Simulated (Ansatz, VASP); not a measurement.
## One calculation of Pb, two programs

```
Pb
1.0
     0.00000    2.44084    2.44084
     2.44084    0.00000    2.44084
     2.44084    2.44084    0.00000
Pb
1
Direct
  0.00000 0.00000 0.00000
```

Alike in both runs: functional LDA; k mesh 14 × 14 × 14; occupations gaussian, width 0.1 eV; no spin polarisation.

Ansatz relaxed the structure, and its values are those at the end. VASP's run is a single point on that final structure, the one shown.

|  | VASP | Ansatz |
| --- | --- | --- |
| version | VASP 6.6.1 | Ansatz 0.2.0 |
| potentials or method | VASP PAW LDA potentials, release 64 (Pb_d) | scalar-relativistic, plane waves, PAW |
| plane-wave cutoff (eV) | 520 | 420 |
| valence electrons in the cell | 14 | 14 |

VASP gave:

- gap on the k mesh at the Fermi level (eV): none
- pressure (GPa): 0.1

Task: Estimate Ansatz's values.

Result: gap on the k mesh at the Fermi level (eV): none; pressure (GPa): 0.0.

A gap of «none» marks a metal or a gap that the smearing closes. Ansatz warned: «pseudo_functional_mismatch».

Spin-orbit coupling is left out, which matters for the levels of Pb.
